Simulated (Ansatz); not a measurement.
# Rocksalt LiH, cell of 2 atoms

Aim: the perfect cell at several levels of theory (PBEsol, HSE06 and r²SCAN), as the reference that defects and stacks are counted from.

Program: Ansatz 0.2.0, PAW, plane waves. These are calculated values, not measurements.

## 1. The starting cell

2 atoms (1 Li, 1 H); a = 2.814 Å, b = 2.814 Å, c = 2.814 Å, α = 60.00°, β = 60.00°, γ = 60.00°.

The runs, in order: (2) PBEsol single point at a 10×10×10 mesh, on 7 threads of Arm Neoverse-V2; (3) HSE06 single point at a 10×10×10 mesh, on 7 threads of Arm Neoverse-V2; (4) r²SCAN single point at a 10×10×10 mesh, on 7 threads of Arm Neoverse-V2.

Structure file:

```cif
data_structure
_symmetry_space_group_name_H-M 'P 1'
_symmetry_Int_Tables_number 1
_cell_length_a 2.8143
_cell_length_b 2.8143
_cell_length_c 2.8143
_cell_angle_alpha 60.000
_cell_angle_beta 60.000
_cell_angle_gamma 60.000
_cell_volume 15.76
loop_
_atom_site_label
_atom_site_type_symbol
_atom_site_fract_x
_atom_site_fract_y
_atom_site_fract_z
_atom_site_occupancy
Li1 Li 0.00000 0.00000 0.00000 1
H1 H 0.50000 0.50000 0.50000 1
```

## 2. Single point with PBEsol

Input file in.yaml:

```yaml
crystal:
  lattice:
    - [0.000000, 1.989984, 1.989984]
    - [1.989984, 0.000000, 1.989984]
    - [1.989984, 1.989984, 0.000000]
  atoms:
    - { symbol: Li, position: [0.000000, 0.000000, 0.000000] }
    - { symbol: H, position: [0.500000, 0.500000, 0.500000] }
kpoints:
  mp_grid: { grid: [10, 10, 10] }
  band_path: { path: [VBM, CBM], npoints: 2 }
hamiltonian:
  xc: pbesol
scf:
  occupations: { method: fermi_dirac, width: 0.01 }
output:
  forces: true
  eigenvalues: true
  stress: true
  populations: true
```

Run with:

```
ansatz run in.yaml --threads 7 --pin off --max-ram 13300MiB --runs-dir r --events-out ev --progress --plain
```

## 3. Single point with HSE06

Changes to in.yaml since step 2:

```diff
@@ -12,3 +12,3 @@
 hamiltonian:
-  xc: pbesol
+  xc: hse06
 scf:
@@ -18,3 +18,2 @@
   eigenvalues: true
-  stress: true
   populations: true
```

## 4. r²SCAN single point

Changes to in.yaml since step 3:

```diff
@@ -12,3 +12,3 @@
 hamiltonian:
-  xc: hse06
+  xc: r2scan
 scf:
```

Q: Predict the outcome of this session. Wanted: for each run, top filled to lowest empty; gap over the zone; energy; pressure.

As calculated:

| level | time | top filled to lowest empty (eV) | gap over the zone (eV) | energy (eV/atom) | pressure (GPa) |
| --- | --- | --- | --- | --- | --- |
| PBEsol | 0.5 s (7 CPU threads) | 2.73 | 2.73 | -109.7516 | 0.00 |
| HSE06 | 74 s (7 CPU threads) | 3.96 | 3.96 | -110.7695 | - |
| r²SCAN | 0.7 s (7 CPU threads) | 3.62 | 3.62 | -111.0078 | - |

**In words.** At the same k points, PBEsol gives a spacing 1.23 eV smaller and r²SCAN gives a spacing 0.34 eV smaller than the 3.96 eV of HSE06.
